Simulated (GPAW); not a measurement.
A run of GPAW 26.7.0 is set up as follows.

run.py

```python
from ase import Atoms
from ase.filters import FrechetCellFilter
from ase.io import write
from ase.optimize import BFGS
from ase.units import GPa
from gpaw import GPAW, PW, setup_paths

setup_paths.insert(0, '.')

atoms = Atoms(['Mo', 'S', 'S'],
              cell=[[3.2274645616, 0.0, 0.0],
                    [-1.6137322808, 2.7950663001, 0.0],
                    [0.0, 0.0, 6.31247342]],
              scaled_positions=[[0.0, 0.0, 0.5],
                                [0.6666666667, 0.3333333333, 0.74468068],
                                [0.3333333333, 0.6666666667, 0.25531932]],
              pbc=True)

calc = GPAW(mode=PW(600),
            xc='PBEsol',
            kpts={'size': (7, 7, 3), 'gamma': True},
            occupations={'name': 'fermi-dirac', 'width': 0.05},
            nbands=25,
            convergence={'density': 1e-05, 'forces': 0.0001},
            maxiter=150,
            txt='gpaw.txt')
atoms.calc = calc
opt = BFGS(FrechetCellFilter(atoms, scalar_pressure=30 * GPa), trajectory='relax.traj', logfile='-')
done = opt.run(fmax=0.02, steps=60)
calc.write('gs.gpw')
write('result.traj', atoms)
print('Converged:', done)
print('Cell:', atoms.cell.cellpar().round(4))
print('Volume:', round(atoms.get_volume(), 4))
print(atoms.get_scaled_positions().round(5))
```

Potentials or basis: PAW data sets generated in the run's folder for this functional, pw.

Command:

```sh
$ gpaw-setup -f PBEsol Mo S
$ OMP_NUM_THREADS=1 python run.py
```

(1) Estimate the relaxed volume.

(2) Estimate the band gap on the k mesh.

(3) Estimate the relaxed cell.

(4) What does it give for the space group after relaxing (to 0.05 Å)?

## Answers

(1) 13.13 Å³/atom.

(2) none (metal or under the smearing width).

(3) a = 3.004 Å, b = 3.004 Å, c = 5.040 Å, α = 90.00°, β = 90.00°, γ = 120.00°.

(4) P-3m1 (No. 164).

Caveat: later steps reuse the first step's grids; the volume moved by over 15 % at a fixed basis, so the end points are rough; this functional lacks dispersion, which binds the layers, so the pressure and a relaxed spacing across them are unreliable.
